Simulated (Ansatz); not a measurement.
# CuO: the cost of one run

Method: DFT PBEsol, scalar-relativistic, plane waves, PAW, in Ansatz 0.2.0.

1 further run of the same task is left out (set aside as unsound or not needed).

**1. The system as given**

The structure is orthorhombic, space group Cccm (No. 66). Conventional cell: a = 4.087 Å, b = 4.099 Å, c = 5.092 Å, α = 90.00°, β = 90.00°, γ = 90.00°. Cu (site symmetry 2/m) is surrounded by 4 O at 1.93 Å. O (site symmetry 222) is surrounded by 4 Cu at 1.93 Å.

Coordinates:

```cif
data_structure
_symmetry_space_group_name_H-M 'P 1'
_symmetry_Int_Tables_number 1
_cell_length_a 2.8941
_cell_length_b 2.8940
_cell_length_c 5.0924
_cell_angle_alpha 89.962
_cell_angle_beta 89.963
_cell_angle_gamma 89.835
_cell_volume 42.65
loop_
_atom_site_label
_atom_site_type_symbol
_atom_site_fract_x
_atom_site_fract_y
_atom_site_fract_z
_atom_site_occupancy
Cu1 Cu 0.50000 0.00000 0.50000 1
Cu2 Cu 0.00000 0.50000 0.00000 1
O1 O 0.00026 0.99974 0.25000 1
O2 O 0.99974 0.00026 0.75000 1
```

It goes back to an entry of the Materials Project, which need not be the stable form.

It is the result of an earlier relaxation at this level (volume 10.66 Å³/atom; gap on the mesh: none (metal)).

**2. Electronic structure at the relaxed geometry**

File input.yaml:

```yaml
crystal:
  lattice:
    - [2.8940161948, -0.0154640911, -0.0039742416]
    - [0.0238068176, 2.8939275684, -0.0039499487]
    - [0.010346665, 0.0102357054, 5.0923891494]
  atoms:
    - { symbol: Cu, position: [0.5, 0.0, 0.5] }
    - { symbol: Cu, position: [0.0, 0.5, 0.0] }
    - { symbol: O, position: [0.0002557345, 0.999738706, 0.2500003705] }
    - { symbol: O, position: [0.9997442655, 0.000261294, 0.7499996295] }
basis:
  ecutwfc: 420
kpoints:
  mp_grid: { grid: [14, 14, 8] }
  band_path:
    path:
      - [[0.0, 0.0, 0.0], [0.498562, -0.498562, -1.233e-05]]
      - [[-0.49856752, -0.50143248, -4.0e-08], [-0.50000552, -0.49999448, 0.0], [0.0, 0.0, 0.0], [-0.50000552, -0.49999448, -0.5], [-0.49838253, -0.50161747, -0.50000004]]
      - [[0.49837701, -0.49837701, -0.50001232], [0.0, 0.0, -0.5], [0.0, 0.0, 0.0]]
      - [[-2.76e-06, -0.49999724, -0.50000618], [0.0, 0.0, 0.0], [-2.76e-06, -0.49999724, -6.18e-06]]
    npoints: 14
hamiltonian:
  xc: pbesol
scf:
  occupations: { method: gaussian, width: 0.1 }
  n_extra_bands: 10
output:
  forces: true
  stress: true
  eigenvalues: true
  populations: true
  dos: { projected: true, de: 0.02, nscf_kmesh: { grid: [21, 21, 12] } }
  bader: true
```

On the command line:

```
$ ansatz run input.yaml --threads 1 --pin off --max-ram 2560MiB --backend cpu --events-out ev --progress --plain --runs-dir out
```

What time and memory should one allow on 1 thread of Oxide Virtual Turin-like (Zen 5), shared host?

About 3.9 min, with a peak of 2.2 GiB.
